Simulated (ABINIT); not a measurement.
**CsH: single point with LDA**

The system is CsH.

```
Cs H
1.0
     0.00000    3.04627    3.04627
     3.04627    0.00000    3.04627
     3.04627    3.04627    0.00000
Cs H
1 1
Direct
  0.00000 0.00000 0.00000
  0.50000 0.50000 0.50000
```

The cell isn't the ideal one: cell relaxed.

```yaml
Program: ABINIT 10.8.3 (patched build)
Task: single point
Functional: LDA
Potentials_or_basis: PseudoDojo NC SR LDA v0.4.1 standard
Cutoff: 1007 eV
k_mesh: 5 × 5 × 5
Occupations: fermi-dirac, width 0.05 eV
Spin: no spin polarisation
```

| Item | Value |
| --- | --- |
| Pressure | 0.0 GPa |
| Band gap on the k mesh | 2.34 eV, direct |
| Valence electrons inside the program's atomic spheres | Cs 4.53; H 1.14 |

Levels at points of the mesh, in eV from the valence-band top:
```tsv
k point	band 1	band 2	band 3	band 4	band 5	band 6	band 7	band 8	band 9
(0.00, 0.00, 0.00)	-21.36	-7.57	-7.57	-7.57	-1.91	5.24	5.24	5.24	6.41
```

Wall time 8.3 s on 1 thread of Intel(R) Xeon(R) 6975P-C (Granite Rapids), with other jobs on the host, peak memory 0.08 GiB.

Caveat: spin-orbit coupling is left out, which moves the levels of the heavy elements; an odd mesh through Γ misses points on the zone boundary, where band edges often lie.
